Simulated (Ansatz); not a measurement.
# Pt (Im-3m) in Ansatz: notebook, part 2 of 2

Ansatz 0.2.0.

## (3) Relaxation of cell and atoms, PBEsol, target pressure 10 GPa, at which the enthalpy is minimised

Contents of input.yaml:

```yaml
crystal:
  lattice:
    - [-1.58422, 1.58422, 1.58422]
    - [1.58422, -1.58422, 1.58422]
    - [1.58422, 1.58422, -1.58422]
  atoms:
    - { symbol: Pt, position: [0.0, 0.0, 0.0] }
hamiltonian:
  xc: pbesol
  pseudopotentials: { kind: paw }
kpoints:
  mp_grid: { grid: [12, 12, 12] }
scf:
  occupations: { method: fermi_dirac, width: 0.05 }
output:
  forces: true
  stress: true
  eigenvalues: true
  write_density: true
  write_potential: true
  elf: true
  volumetric_format: npy
relax:
  f_tol: 0.01
  max_steps: 40
  cell: { stress_tol: 0.05, p_target: 10.0 }
```

Potentials or basis: Ansatz PAW.

Run with:

```console
> ansatz run input.yaml --threads 2 --pin off --max-ram 5632MiB --backend cpu --events-out ev --progress --plain --runs-dir out
```

Log:

```text
Warning: RAYON_NUM_THREADS=2 ignored (pool sized by the plan → 2); use --threads N
Engine: ansatz 0.2.0, x86_64-unknown-linux-gnu
Pseudopotentials: kind: paw
Pseudopotential: Pt, paw, valence charge 18, recommended cutoff 420 eV (normal), Pt.paw.azcp
Functional definition: PBEsol
  exchange = pbesol_x
  correlation = pbesol_c
Crystal: 1 atoms, lattice volume = 15.904 Å³
Basis set: ecut = 420 eV, 321 PW (Γ), exchange–correlation on 40×40×40 points (8 copies of the dense FFT grid, shifted against one another)
Bands: 13, of which v1, the nominal top of the filled ones, is band 9 counted from 1 (8 counted from 0)
Symmetry: 48 space group operations
Space group: Im-3m (ITA 229), of the structure as read, at distance tolerance 2.5e-5 Å
k-points: 72 of 1728
Non-local potential: Pt, projectors of the file, l = 0: 3, l = 1: 2, l = 2: 2, l = 3: 1
PAW form: soft (Blöchl's): semilocal exchange-correlation on the pseudo side does not see the compensation charge
PAW frozen core: Pt, regenerated for the run's functional, and the local potential with it (the file was generated under x = pbe(κ = 0.804, μ = 0.2195149727645171), c = pbe(β = 0.06672455060314922))
PAW one-centre angular grid: Pt, 590 points (default); XC on 64 Gauss nodes
Initial density: superposition of atomic densities (neutral atoms: chi_scale 0, normalization atom), corrected by the library's trained network
Initial wavefunctions: pseudopotential atomic-orbital guess
Functional: x = pbesol(κ = 0.804, μ = 0.12345679012345678), c = pbesol(β = 0.046)
SCF iter   1: F=—  HF=-12383.700387 eV  |F-HF|=—  |Δ(HF+E_count)|=         —  Δρ=5.11e-3  dr2=2.78e-3  ethr=1.77e-3  ⟨swp⟩=5.0  Hψ=5191  notcnv=0
preconditioner: auto → none  [metal: Δε(μ)=0.087 eV  Ē_g=13.521 eV  σ=0.050 eV  W_gap=0.41  n_scr=0 (ndim 8)  ℏωp=29.4 eV  f_vac=0.000  D(μ)=0.69/eV (n_scr^D=0)]
SCF iter   2: F=—  HF=-12383.699797 eV  |F-HF|=—  |Δ(HF+E_count)|=   5.91e-4  Δρ=1.92e-3  dr2=1.73e-4  ethr=1.54e-5  ⟨swp⟩=2.4  Hψ=1992  notcnv=0
SCF iter   3: F=—  HF=-12383.699821 eV  |F-HF|=—  |Δ(HF+E_count)|=   2.41e-5  Δρ=9.99e-4  dr2=3.29e-5  ethr=9.59e-7  ⟨swp⟩=2.5  Hψ=1447  notcnv=0
SCF iter   4: F=—  HF=-12383.699850 eV  |F-HF|=—  |Δ(HF+E_count)|=   2.89e-5  Δρ=1.67e-4  dr2=8.62e-7  ethr=1.83e-7  ⟨swp⟩=2.0  Hψ=1384  notcnv=0
iter 5 did not close the SCF: its close was put off for the readings that it lacked (scf_convergence_deferred on its scf_iter line)
SCF iter   5: F=-12383.699851 eV  HF=-12383.699851 eV  |F-HF|=5.54e-9  |Δ(HF+E_count)|=   1.02e-6  Δρ=1.70e-5  dr2=1.10e-8  ethr=4.79e-9  ⟨swp⟩=2.2  Hψ=1412  notcnv=0
SCF iter   6: F=-12383.699851 eV  HF=-12383.699851 eV  |F-HF|=1.27e-11  |Δ(HF+E_count)|=   6.50e-9  Δρ=8.33e-7  dr2=3.20e-11  ethr=6.10e-11  ⟨swp⟩=4.1  Hψ=4481  notcnv=0
SCF 1 converged in 6 iterations: F = -12383.699851 eV  dr2 = 3.20e-11
relax step   1: F+E_penalty+E_count = -12383.69985064 eV  Δ(F+E_penalty+E_count) = +0.000e0 eV  max|allowed force component| = 0.000e0 eV/Å  Δτ_max = 0.0000 Å  P = -11.206 GPa  Ω = 15.904 Å³  (6 SCF iters, dr2 threshold 1.00e-7 eV, accepted)
Crystal: 1 atoms, lattice volume = 13.690 Å³
Basis set: ecut = 420 eV, 249 PW (Γ), exchange–correlation on 40×40×40 points (8 copies of the dense FFT grid, shifted against one another)
Initial density: handed on by an earlier stage of this run
Initial wavefunctions: those handed on with the density
iter 1 solved again at ethr=4.26e-5 eV; its pass at ethr=3.10e-3 eV (dr2=7.67e-3 eV) is discarded
SCF iter   1: F=—  HF=-12383.568245 eV  |F-HF|=—  |Δ(HF+E_count)|=         —  Δρ=1.09e-2  dr2=7.54e-3  ethr=4.26e-5  ⟨swp⟩=1.0  Hψ=6535  notcnv=0
preconditioner: auto → none  [metal: Δε(μ)=0.116 eV  Ē_g=15.244 eV  σ=0.050 eV  W_gap=0.50  n_scr=0 (ndim 8)  ℏωp=31.7 eV  f_vac=0.000  D(μ)=0.47/eV (n_scr^D=0)]
SCF iter   2: F=—  HF=-12383.566974 eV  |F-HF|=—  |Δ(HF+E_count)|=   1.27e-3  Δρ=5.07e-3  dr2=1.01e-3  ethr=4.19e-5  ⟨swp⟩=2.5  Hψ=1322  notcnv=0
SCF iter   3: F=—  HF=-12383.567020 eV  |F-HF|=—  |Δ(HF+E_count)|=   4.61e-5  Δρ=1.31e-3  dr2=1.08e-4  ethr=5.62e-6  ⟨swp⟩=2.0  Hψ=1582  notcnv=0
[... 30 lines left out ...]
SCF 5 converged in 3 iterations: F = -12383.711409 eV  dr2 = 1.94e-8
relax step   5: F+E_penalty+E_count = -12383.71140915 eV  Δ(F+E_penalty+E_count) = +1.370e-3 eV  max|allowed force component| = 0.000e0 eV/Å  Δτ_max = 0.0000 Å  P = +10.002 GPa  Ω = 14.699 Å³  energy of the carried Pulay correction = +4.379e-4 eV  (3 SCF iters, dr2 threshold 1.00e-7 eV, accepted)
Basis set: ecut = 420 eV, 321 PW (Γ), exchange–correlation on 36×36×36 points (8 copies of the dense FFT grid, shifted against one another)
Initial wavefunctions: pseudopotential atomic-orbital guess (no wavefunctions were taken with the density)
iter 1 solved again at ethr=2.23e-8 eV; its pass at ethr=3.10e-3 eV (dr2=4.02e-6 eV) is discarded
SCF iter   1: F=—  HF=-12383.710853 eV  |F-HF|=—  |Δ(HF+E_count)|=         —  Δρ=2.38e-4  dr2=1.38e-6  ethr=2.23e-8  ⟨swp⟩=2.9  Hψ=7466  notcnv=0
preconditioner: auto → none  [metal: Δε(μ)=0.099 eV  Ē_g=14.412 eV  σ=0.050 eV  W_gap=0.46  n_scr=0 (ndim 8)  ℏωp=30.6 eV  f_vac=0.000  D(μ)=0.59/eV (n_scr^D=0)]
SCF iter   2: F=—  HF=-12383.710856 eV  |F-HF|=—  |Δ(HF+E_count)|=   3.32e-6  Δρ=1.09e-4  dr2=2.61e-7  ethr=7.67e-9  ⟨swp⟩=2.0  Hψ=1557  notcnv=0
SCF iter   3: F=—  HF=-12383.710856 eV  |F-HF|=—  |Δ(HF+E_count)|=   5.17e-8  Δρ=1.60e-5  dr2=2.46e-8  ethr=1.45e-9  ⟨swp⟩=2.1  Hψ=1581  notcnv=0
SCF iter   4: F=—  HF=-12383.710856 eV  |F-HF|=—  |Δ(HF+E_count)|=   5.13e-9  Δρ=5.02e-6  dr2=6.11e-10  ethr=1.37e-10  ⟨swp⟩=2.4  Hψ=1407  notcnv=0
SCF iter   5: F=-12383.710856 eV  HF=-12383.710856 eV  |F-HF|=5.46e-12  |Δ(HF+E_count)|=  7.13e-10  Δρ=1.40e-7  dr2=8.01e-13  ethr=1.00e-12  ⟨swp⟩=4.0  Hψ=3827  notcnv=0
SCF 6 converged in 5 iterations: F = -12383.710856 eV  dr2 = 8.01e-13
relax step   6: F+E_penalty+E_count = -12383.71085637 eV  Δ(F+E_penalty+E_count) = +5.528e-4 eV  max|allowed force component| = 0.000e0 eV/Å  Δτ_max = 0.0000 Å  P = +10.031 GPa  Ω = 14.699 Å³  stress off target by 3.11e-2 GPa  SCF on the basis re-selected at this cell (its energy is not comparable with the rows above)  (5 SCF iters)
basis re-selected at this cell: Δ(F+E_penalty+E_count) = +5.528e-4 eV, ΔP = +0.030 GPa vs the last step (what re-selecting the basis moved, of the pressure what is left beyond the Pulay correction that the steps carried, after the strain that the cell walked since its last selection, with what the two solves' SCF thresholds leave and, on support functions, any second-order correction that the steps lacked; it is no measure of the basis error at this ecutwfc). The dense FFT grid was sized anew with the basis: this SCF ran on 18×18×18 points, the steps before it on 20×20×20, so part of this shift can come from that change (see relax.cell in the input reference). This SCF's stress stands 3.11e-2 GPa from its target on what of the cell is left free (relax.cell.stress_tol is 5.00e-2 GPa) and its largest allowed force component is 0.00e0 eV/Å (relax.f_tol is 1.00e-2 eV/Å): within both
SCF converged after 5 iterations
Free energy (F): -12383.710856 eV
Harris-Foulkes:  -12383.710856 eV  (|F-HF|=5.46e-12)
Internal energy: -12383.705457 eV  (E = F + TS)
E sigma→0 (E₀):  -12383.708157 eV
Entropy (-TS):   -0.005399 eV (-5.399 meV/atom)
Fermi energy:    23.706167 eV
--- Per-component energies (eV) ---
  E_band       = -118.762425
  E_kinetic    = 639.758328
  E_local      = -1430.408134  (includes V_loc(G=0)·N_el)
  E_nonlocal   = 203.259244
  E_hartree    = 531.654097
  E_xc         = -260.963131
  E_vxc        = -303.232761  (∫ρ·V_xc dr)
  E_paw        = -9316.620107  (= ΣΔE_a)
  E_vpaw       = -291.447508  (= ΣTr[D̂ρ^β])
  E_aug_tail   = 0.000187  (compensation charges beyond the density's cutoff)
  E_ewald      = -2750.672921
  E_core_change = 0.286981  (= ΣΔE_core)
  E_smearing   = -0.005399  (= −TS)
  E_closure    = -0.000000  (closes the sum)
  Σ components = -12383.710856   (vs F -12383.710856, Δ=0.00e0)
--- Forces (eV/Å), atoms counted from 1 ---
  atom   1  Pt    -0.00000000    -0.00000000     0.00000000
  max |Σ_I F_I| component: 6.57e-32 eV/Å
--- Stress (GPa, compression-positive) ---
       10.031068      -0.000000       0.000000
       -0.000000      10.031068      -0.000000
       -0.000000      -0.000000      10.031068
  P = ⅓ Tr σ = 10.0311 GPa (100.311 kbar)
--- Band table (eV; the first three rows and the last of 72) ---
  k-point 0: bands = ["-74.5521", "-28.4851", "-28.4851", "-28.4851", "13.4555", "19.8850", "19.8850", "19.8850", "22.6817", "22.6817", "40.7701", "40.7701", "40.7701"]
  k-point 1: bands = ["-74.5493", "-28.5221", "-28.4979", "-28.4849", "13.7586", "19.7604", "19.8814", "20.1371", "22.5215", "22.6905", "40.9154", "41.0678", "41.2223"]
  k-point 2: bands = ["-74.5416", "-28.6224", "-28.5326", "-28.4844", "14.5990", "19.4351", "19.8434", "20.8676", "22.2485", "22.7261", "40.9115", "41.0891", "42.5097"]
  k-point 71: bands = ["-74.4766", "-28.8830", "-28.8830", "-28.8830", "16.9468", "16.9468", "24.4161", "24.4161", "24.4161", "31.5776", "31.5776", "31.5776", "37.6149"]
--- Relaxed structure (5 steps of the walk, 5 accepted, 1 SCFs on fresh bases) ---
  F+E_penalty+E_count = -12383.71085637 eV   max|allowed force component| = 0.000e0 eV/Å   (the final SCF, on the basis selected at the relaxed cell)
  cell:  # Å, volume = 14.6988 Å³
    - [-1.5431487175633671, 1.5431487175633671, 1.5431487175633671]
    - [1.5431487175633671, -1.5431487175633671, 1.5431487175633671]
    - [1.5431487175633671, 1.5431487175633671, -1.5431487175633671]
  atoms:
    - { symbol: Pt, position: [0.0, 0.0, 0.0] }
```

v_z.tsv:

```text
# z_ang	v_es[eV]	v_tot[eV]
# format = ansatz-planar-average/11
# xc	pbesol
# density_cutoff_ev	1680
# datasets	Pt=:simpson_from_first_knot:soft:shift=-937721
# lattice	-1.543148718	1.543148718	1.543148718
# lattice	1.543148718	-1.543148718	1.543148718
# lattice	1.543148718	1.543148718	-1.543148718
# sites	1
# site	78	0.000000000	0.000000000	0.000000000
0.000000	-3.522979e-2	-1.707286e1
0.148490	6.163538e-1	-1.627023e1
0.296979	2.502657e0	-1.393230e1
0.445469	5.440720e0	-1.026618e1
0.593958	9.155730e0	-5.620759e0
0.742448	1.326594e1	-5.023039e-1
[... 10 lines left out ...]
2.375833	2.502657e0	-1.393230e1
2.524322	6.163538e-1	-1.627023e1
```

Wall time 3.1 s (2 threads of AMD EPYC 7R43 (Zen 3), shared host); peak memory 0.34 GiB.

Results:

```yaml
Free_energy: -12383.7109 eV
Relaxed_volume: 14.70 Å³/atom
Relaxed_cell: a = 2.673 Å, b = 2.673 Å, c = 2.673 Å, α = 109.47°, β = 109.47°, γ = 109.47°
Space_group_after_relaxing_to_0.05_Å: Im-3m (No. 229)
Energy_change_on_relaxing_the_enthalpy_is_what_falls: -11.0 meV/atom
Ionic_steps: 6
Pressure_after_relaxing: 10.0 GPa
Band_gap_on_the_k_mesh: none (metal or under the smearing width)
```

Step by step:
| step | energy change (eV) | largest force (eV/Å) | volume (Å³) |
| --- | --- | --- | --- |
| 1 | 0.0000 | 0.0000 | 15.90 |
| 2 | 0.1328 | 0.0000 | 13.69 |
| 3 | -0.0200 | 0.0000 | 14.87 |
| 4 | -0.0129 | 0.0000 | 14.72 |
| 5 | -0.0116 | 0.0000 | 14.70 |
| 6 | -0.0110 | 0.0000 | 14.70 |

Final structure:
```
Pt
1.0
    -1.54315    1.54315    1.54315
     1.54315   -1.54315    1.54315
     1.54315    1.54315   -1.54315
Pt
1
Direct
  0.00000 0.00000 0.00000
```

Caveat: the plane-wave basis is chosen anew once the cell has moved, so the energies of steps on either side of that aren't comparable; the PAW data sets come from PBE, with cores solved anew for the run's functional, which leaves a small shift of forces and pressure. Spin-orbit coupling is left out, which matters for the levels of Pt.

## (4) Relaxation of cell and atoms, PBEsol, target pressure 20 GPa, at which the enthalpy is minimised

Edit input.yaml of step 3 so:

```diff
@@ -25,2 +25,2 @@
   max_steps: 40
-  cell: { stress_tol: 0.05, p_target: 10.0 }
+  cell: { stress_tol: 0.05, p_target: 20.0 }
```

Potentials or basis: Ansatz PAW.

Run with:

```console
> ansatz run input.yaml --threads 2 --pin off --max-ram 5632MiB --backend cpu --events-out ev --progress --plain --runs-dir out
```

Log:

```text
Warning: RAYON_NUM_THREADS=2 ignored (pool sized by the plan → 2); use --threads N
[... 6 set-up lines as earlier in the session ...]
Crystal: 1 atoms, lattice volume = 15.904 Å³
Basis set: ecut = 420 eV, 321 PW (Γ), exchange–correlation on 40×40×40 points (8 copies of the dense FFT grid, shifted against one another)
Bands: 13, of which v1, the nominal top of the filled ones, is band 9 counted from 1 (8 counted from 0)
[... 2 set-up lines as earlier in the session ...]
k-points: 72 of 1728
[... 2 set-up lines as earlier in the session ...]
[... 83 lines left out ...]
  Σ components = -12383.672518   (vs F -12383.672518, Δ=0.00e0)
--- Forces (eV/Å), atoms counted from 1 ---
  atom   1  Pt     0.00000000     0.00000000     0.00000000
  max |Σ_I F_I| component: 1.31e-31 eV/Å
--- Stress (GPa, compression-positive) ---
       20.047170       0.000000       0.000000
        0.000000      20.047170      -0.000000
       -0.000000      -0.000000      20.047170
  P = ⅓ Tr σ = 20.0472 GPa (200.472 kbar)
--- Band table (eV; the first three rows and the last of 72) ---
  k-point 0: bands = ["-73.7427", "-27.6558", "-27.6558", "-27.6558", "14.0474", "20.6135", "20.6135", "20.6135", "23.5269", "23.5269", "41.6472", "41.6472", "41.6472"]
  k-point 1: bands = ["-73.7394", "-27.6969", "-27.6698", "-27.6555", "14.3593", "20.4826", "20.6090", "20.8763", "23.3571", "23.5361", "41.8046", "41.9858", "42.1171"]
  k-point 2: bands = ["-73.7306", "-27.8085", "-27.7082", "-27.6550", "15.2217", "20.1414", "20.5667", "21.6382", "23.0700", "23.5736", "41.8384", "42.1374", "43.4552"]
  k-point 71: bands = ["-73.6561", "-28.0957", "-28.0957", "-28.0957", "17.5322", "17.5322", "25.3558", "25.3558", "25.3558", "32.5551", "32.5551", "32.5551", "38.9667"]
--- Relaxed structure (4 steps of the walk, 4 accepted, 1 SCFs on fresh bases) ---
  F+E_penalty+E_count = -12383.67251818 eV   max|allowed force component| = 0.000e0 eV/Å   (the final SCF, on the basis selected at the relaxed cell)
  cell:  # Å, volume = 14.2865 Å³
    - [-1.5285829603178982, 1.5285829603178984, 1.5285829603178982]
    - [1.5285829603178982, -1.5285829603178984, 1.5285829603178982]
    - [1.5285829603178982, 1.5285829603178984, -1.5285829603178982]
  atoms:
    - { symbol: Pt, position: [0.0, 0.0, 0.0] }
```

v_z.tsv:

```text
# z_ang	v_es[eV]	v_tot[eV]
# format = ansatz-planar-average/11
# xc	pbesol
# density_cutoff_ev	1680
# datasets	Pt=:simpson_from_first_knot:soft:shift=-937721
# lattice	-1.528582960	1.528582960	1.528582960
# lattice	1.528582960	-1.528582960	1.528582960
# lattice	1.528582960	1.528582960	-1.528582960
# sites	1
# site	78	0.000000000	0.000000000	0.000000000
0.000000	2.419657e-1	-1.697034e1
0.147088	8.921065e-1	-1.617013e1
0.294176	2.775224e0	-1.383832e1
0.441264	5.711385e0	-1.017838e1
0.588352	9.430065e0	-5.533445e0
0.735440	1.355653e1	-4.008274e-1
[... 10 lines left out ...]
2.353407	2.775224e0	-1.383832e1
2.500495	8.921065e-1	-1.617013e1
```

Wall time 3 s (2 threads of AMD EPYC 7R43 (Zen 3), shared host); peak memory 0.35 GiB.

Results:

```yaml
Free_energy: -12383.6725 eV
Relaxed_volume: 14.29 Å³/atom
Relaxed_cell: a = 2.648 Å, b = 2.648 Å, c = 2.648 Å, α = 109.47°, β = 109.47°, γ = 109.47°
Space_group_after_relaxing_to_0.05_Å: Im-3m (No. 229)
Energy_change_on_relaxing_the_enthalpy_is_what_falls: +27.3 meV/atom
Ionic_steps: 5
Pressure_after_relaxing: 20.0 GPa
Band_gap_on_the_k_mesh: none (metal or under the smearing width)
```

Step by step:
```tsv
step	energy change (eV)	largest force (eV/Å)	volume (Å³)
1	0.0000	0.0000	15.90
2	0.1328	0.0000	13.69
3	0.0111	0.0000	14.42
4	0.0265	0.0000	14.29
5	0.0273	0.0000	14.29
```

Final structure:
```
CELL_PARAMETERS angstrom
-1.52858 1.52858 1.52858
1.52858 -1.52858 1.52858
1.52858 1.52858 -1.52858
ATOMIC_POSITIONS crystal
Pt 0.00000 0.00000 0.00000
```

Levels at points of the mesh, in eV from the Fermi level:
```tsv
k point	band 6	band 7	band 8	band 9	band 10	band 11	band 12	band 13
(0.00, 0.00, 0.00)	-3.98	-3.98	-3.98	-1.07	-1.07	17.05	17.05	17.05
(0.00, 0.00, -0.50)	-5.66	-1.26	-0.65	-0.02	1.40	7.30	13.28	16.77
(-0.50, -0.50, -0.50)	-7.07	0.76	0.76	0.76	7.96	7.96	7.96	14.37
```

Caveat: the plane-wave basis is chosen anew once the cell has moved, so the energies of steps on either side of that aren't comparable; the PAW data sets come from PBE, with cores solved anew for the run's functional, which leaves a small shift of forces and pressure.

## (5) Relaxation of cell and atoms, PBEsol, target pressure 30 GPa, at which the enthalpy is minimised

Edit input.yaml of step 4 so:

```diff
@@ -18,6 +18,2 @@
   eigenvalues: true
-  write_density: true
-  write_potential: true
-  elf: true
-  volumetric_format: npy
 relax:
@@ -25,2 +21,2 @@
   max_steps: 40
-  cell: { stress_tol: 0.05, p_target: 20.0 }
+  cell: { stress_tol: 0.05, p_target: 30.0 }
```

Run with:

```console
> ansatz run input.yaml --threads 2 --pin off --max-ram 5632MiB --backend cpu --events-out ev --progress --plain --runs-dir out
```

It took 2.9 s on 2 threads of AMD EPYC 7R43 (Zen 3), shared host; peak memory 0.34 GiB.

It converged, with:

```
Free energy                                            : -12383.6180 eV
Relaxed volume                                         : 13.94 Å³/atom
Relaxed cell                                           : a = 2.626 Å, b = 2.626 Å, c = 2.626 Å, α = 109.47°, β = 109.47°, γ = 109.47°
Space group after relaxing (to 0.05 Å)                 : Im-3m (No. 229)
Energy change on relaxing (the enthalpy is what falls) : +81.8 meV/atom
Ionic steps                                            : 5
Pressure after relaxing                                : 30.0 GPa
Band gap on the k mesh                                 : none (metal or under the smearing width)
```

The path:
| step | energy change (eV) | largest force (eV/Å) | volume (Å³) |
| --- | --- | --- | --- |
| 1 | 0.0000 | 0.0000 | 15.90 |
| 2 | 0.1328 | 0.0000 | 13.69 |
| 3 | 0.0686 | 0.0000 | 14.00 |
| 4 | 0.0808 | 0.0000 | 13.94 |
| 5 | 0.0818 | 0.0000 | 13.94 |

Final structure:
```
Pt
1.0
    -1.51598    1.51598    1.51598
     1.51598   -1.51598    1.51598
     1.51598    1.51598   -1.51598
Pt
1
Direct
  0.00000 0.00000 0.00000
```

Levels at points of the mesh, in eV from the Fermi level:
```
              k point  band 6  band 7  band 8  band 9  band 10  band 11  band 12  band 13
   (0.00, 0.00, 0.00)   -4.13   -4.13   -4.13   -1.11    -1.11    17.03    17.03    17.03
  (0.00, 0.00, -0.50)   -5.88   -1.30   -0.67   -0.08     1.47     7.56    13.28    17.00
(-0.50, -0.50, -0.50)   -7.34    0.80    0.80    0.80     8.03     8.03     8.03    14.78
```

Caveat: the plane-wave basis is chosen anew once the cell has moved, so the energies of steps on either side of that aren't comparable; the PAW data sets come from PBE, with cores solved anew for the run's functional, which leaves a small shift of forces and pressure. Spin-orbit coupling is left out, which matters for the levels of Pt.

## (6) Summary

| cell | target pressure (GPa) | gap on the mesh (eV) | pressure (GPa) |
| --- | --- | --- | --- |
| relaxed to 5 GPa | 5 | none | 5.0 |
| relaxed to 10 GPa | 10 | none | 10.0 |
| relaxed to 20 GPa | 20 | none | 20.0 |
| relaxed to 30 GPa | 30 | none | 30.0 |

Alike in all rows: task relaxation of cell and atoms; level PBEsol; potentials or basis Ansatz PAW; no spin polarisation; k mesh 12 × 12 × 12; cutoff (eV) 420; smearing fermi-dirac 0.05 eV.

Caveats: the plane-wave basis is chosen anew once the cell has moved, so the energies of steps on either side of that aren't comparable; the PAW data sets come from PBE, with cores solved anew for the run's functional, which leaves a small shift of forces and pressure.

Total energies depend on the potentials used, so only differences within one code and one set of settings carry meaning.
